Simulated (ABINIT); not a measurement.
Crystal: Sb.

```xyz
2
Lattice="2.1542 1.2437 3.7580 -2.1542 1.2437 3.7580 0.0000 -2.4875 3.7580" Properties=species:S:1:pos:R:3 pbc="T T T"
Sb    0.0000    0.0000    8.6416
Sb    0.0000    0.0000    2.6324
```

Base run:

| Property | Result |
| --- | --- |
| Program | ABINIT 10.8.3 (patched build) |
| Functional | LDA |
| Potentials or basis | JTH PAW LDA v2.0 |
| Cutoff | 408 eV |
| k mesh | 10 × 10 × 10 |
| Occupations | fermi-dirac, width 0.05 eV |
| Spin | no spin polarisation |

Its results: band gap on the k mesh none (metal or under the smearing width); largest force 0.046 eV/Å.

Question: The run is repeated on the same cell with these changes: k mesh from 10 × 10 × 10 to 3 × 3 × 3. What comes out?

Answer: Band gap on the k mesh 1.33 eV, indirect (least direct gap 1.39 eV); largest force 0.251 eV/Å.

Caveats: some runs use coarse meshes; spin-orbit coupling is left out, which moves the levels of the heavy elements (some runs); an odd mesh through Γ misses points on the zone boundary, where band edges often lie (some runs).

Not every run made on this cell is shown here.
